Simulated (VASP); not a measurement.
KBr in VASP 6.6.1, single-point calculation

INCAR

```
GGA = PE
ISIF = 2
LCHARG = .FALSE.
PREC = Accurate
IBRION = -1
EDIFF = 1E-7
LREAL = Auto
LWAVE = .FALSE.
SIGMA = 0.02
ENCUT = 520
NELM = 120
NSW = 0
NELMDL = -12
NBANDS = 15
LASPH = .TRUE.
ISMEAR = -1
```

KPOINTS

```
KPOINTS created by Atomic Simulation Environment
0
Gamma
6 6 6
0 0 0
```

POSCAR

```
K  Br
 1.0000000000000000
     0.0000000000000000    3.3024387009999998    3.2720562648999998
     3.3024387009999998    0.0000000000000000    3.2720562648999998
     3.3024387009999998    3.3024387009999998    0.0000000000000000
 K   Br
   1   1
Cartesian
  0.0000000000000000  0.0000000000000000  0.0000000000000000
  3.3024387010000003  3.3024387010000003  3.2720562648999989
```

The recommended PBE PAW datasets give the neutral cell 16 valence electrons.

Command

```
mpirun -np 1 vasp_std
```

Q: How does this run end, and what does it give?

A: It converged. Results: gap between bands v and c on the k mesh 4.45 eV; least direct gap on the k mesh 4.45 eV; pressure 0.9 GPa. Band v is the last that the valence electrons fill when counted band by band, and c is the next.

OSZICAR

```
N       E                     dE             d eps       ncg     rms          rms(c)
DAV:   1     0.100982677622E+03    0.10098E+03   -0.67942E+03   900   0.932E+02
DAV:   2    -0.489144289804E-02   -0.10099E+03   -0.93751E+02  1138   0.229E+02
DAV:   3    -0.612058424871E+01   -0.61157E+01   -0.60847E+01  1250   0.504E+01
DAV:   4    -0.638154609154E+01   -0.26096E+00   -0.26089E+00  1299   0.883E+00
DAV:   5    -0.638331952338E+01   -0.17734E-02   -0.17734E-02  1278   0.851E-01
DAV:   6    -0.638336398405E+01   -0.44461E-04   -0.44461E-04  1310   0.864E-02
DAV:   7    -0.638336425216E+01   -0.26811E-06   -0.26811E-06  1297   0.975E-03
DAV:   8    -0.638336425561E+01   -0.34452E-08   -0.34434E-08   962   0.935E-04
DAV:   9    -0.638336425631E+01   -0.69895E-09   -0.69644E-09  1031   0.435E-04
DAV:  10    -0.638336425662E+01   -0.30923E-09   -0.31638E-09   898   0.279E-04
DAV:  11    -0.638336425679E+01   -0.17781E-09   -0.16169E-09   919   0.193E-04
DAV:  12    -0.638336425685E+01   -0.51841E-10   -0.85639E-10   786   0.139E-04    0.315E+00
DAV:  13    -0.621320374425E+01    0.17016E+00   -0.21502E-01  1082   0.222E+00    0.230E+00
DAV:  14    -0.620221498465E+01    0.10989E-01   -0.10567E-01  1222   0.176E+00    0.104E+00
DAV:  15    -0.621102037447E+01   -0.88054E-02   -0.11240E-02   998   0.798E-01    0.117E-01
DAV:  16    -0.621180855407E+01   -0.78818E-03   -0.79003E-04  1194   0.171E-01    0.747E-02
DAV:  17    -0.621207685050E+01   -0.26830E-03   -0.26440E-04   949   0.948E-02    0.112E-02
DAV:  18    -0.621209298347E+01   -0.16133E-04   -0.25325E-05  1127   0.290E-02    0.622E-03
DAV:  19    -0.621209434350E+01   -0.13600E-05   -0.41829E-06   935   0.136E-02    0.155E-03
DAV:  20    -0.621209447354E+01   -0.13005E-06   -0.10108E-07  1091   0.173E-03    0.665E-04
DAV:  21    -0.621209460249E+01   -0.12895E-06   -0.19530E-08   688   0.949E-04    0.311E-04
DAV:  22    -0.621209461167E+01   -0.91736E-08   -0.35516E-09   492   0.311E-04
   1 F= -.62120946E+01 E0= -.62120946E+01  d E =-.905426E-11
```

For comparison, a separate PBE run of the intended cell, on usual settings and not on those above, gives a gap of 4.45 eV on its mesh and a pressure of 0.9 GPa.
